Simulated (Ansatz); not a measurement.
# How far is PAW off for Rb?

```xyz
2
Lattice="5.0345 0.0000 0.0000 -2.5172 4.3600 0.0000 0.0000 0.0000 8.3368" Properties=species:S:1:pos:R:3 pbc="T T T"
Rb    0.0000    2.9066    2.0842
Rb    2.5172    1.4533    6.2526
```

Atoms are numbered in the order listed.

The conventional cell has a = 5.034 Å, b = 5.034 Å, c = 8.337 Å, α = 90.00°, β = 90.00°, γ = 120.00°.

The cell was built from the hcp type and relaxed in the same program, and has space group P6_3/mmc; it needn't be a known or the stable phase.

Methods: DFT, PBE, PAW with Ansatz's default frozen-core files, scalar-relativistic (Ansatz 0.2.0); DFT, PBE, all-electron PAW with datasets made for the crystal, scalar-relativistic (Ansatz 0.2.0); DFT, PBE, all-electron LAPW, scalar-relativistic (Ansatz 0.2.0).

For PAW: a Γ-centred 11×11×6 k mesh, Fermi–Dirac smearing of 0.03 eV, cutoff 420 eV, no spin polarisation. The crystal-made all-electron datasets (AE datasets) take a cutoff of 180 eV at this cell. LAPW targets a basis error of 0.25 meV/atom. The Ansatz runs share mesh, smearing and spin set-up. Plane-wave (PAW) pressures include the program's estimate of the Pulay term.

Stress and pressure are positive in compression.

Levels count from the Fermi level.

```json
{"quantity": "pressure (GPa)", "PAW": "0.00", "AE datasets": "0.00", "LAPW": "0.00"}
{"quantity": "highest filled level at H (eV)", "PAW": "-12.982", "AE datasets": "-12.982", "LAPW": "-12.982"}
{"quantity": "lowest empty level at H (eV)", "PAW": "1.045", "AE datasets": "1.045", "LAPW": "1.045"}
{"quantity": "highest filled level at A (eV)", "PAW": "-1.333", "AE datasets": "-1.333", "LAPW": "-1.333"}
{"quantity": "lowest empty level at A (eV)", "PAW": "2.237", "AE datasets": "2.237", "LAPW": "2.237"}
{"quantity": "highest filled level at Γ (eV)", "PAW": "-1.987", "AE datasets": "-1.987", "LAPW": "-1.987"}
{"quantity": "lowest empty level at Γ (eV)", "PAW": "0.075", "AE datasets": "0.075", "LAPW": "0.075"}
```

PAW's pressure differs from the LAPW value by about 0.01 GPa or less. Datasets made for the crystal and LAPW share parts of one code, so their agreement isn't an independent check.
